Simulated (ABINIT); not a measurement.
PbS: single point with PBEsol

PbS:

```
Pb S
1.0
     2.07995   -5.99130    0.00000
     2.07995    5.99130    0.00000
     0.00000    0.00000    4.27932
Pb S
2 2
Direct
  0.13056 0.86944 0.25000
  0.86944 0.13056 0.75000
  0.35480 0.64520 0.25000
  0.64520 0.35480 0.75000
```

Measurements of this composition are mostly on another form, of space group No. 225.

| Quantity | Value |
| --- | --- |
| Program | ABINIT 10.8.3 (patched build) |
| Task | single point |
| Functional | PBEsol |
| Potentials or basis | PseudoDojo NC SR PBEsol v0.4.1 standard |
| Cutoff | 653 eV |
| k mesh | 5 × 5 × 4 |
| Occupations | fermi-dirac, width 0.05 eV |
| Spin | no spin polarisation |

The pressure is -2.2 GPa. The largest force is 0.029 eV/Å and the band gap on the k mesh is 1.19 eV, direct. The valence electrons inside the program's atomic spheres are Pb 10.05; S 3.83.

Forces in eV/Å, atoms in the order of the input:
```
Pb   0.000 -0.010  0.000
Pb   0.000  0.010  0.000
S    0.000 -0.029  0.000
S    0.000  0.029  0.000
```

Stress tensor (GPa, compression positive):
```
-2.33  0.00  0.00
 0.00 -1.75  0.00
 0.00  0.00 -2.50
```

Levels at points of the mesh, in eV from the valence-band top:
| k point | band 17 | band 18 | band 19 | band 20 | band 21 | band 22 | band 23 | band 24 |
| --- | --- | --- | --- | --- | --- | --- | --- | --- |
| (0.00, 0.00, 0.00) | -2.33 | -1.60 | -1.41 | -0.42 | 4.65 | 4.65 | 4.88 | 5.58 |
| (0.00, 0.00, 0.50) | -1.05 | -1.05 | -0.07 | -0.07 | 1.79 | 1.79 | 2.77 | 2.77 |

Wall time 2 min on 1 thread of Intel(R) Xeon(R) Platinum 8375C CPU @ 2.90GHz (Ice Lake), with other jobs on the host, peak memory 0.12 GiB.

Caveat: spin-orbit coupling is left out, which as a rule narrows the gap of such compounds by several tenths of an eV; an odd mesh through Γ misses points on the zone boundary, where band edges often lie.
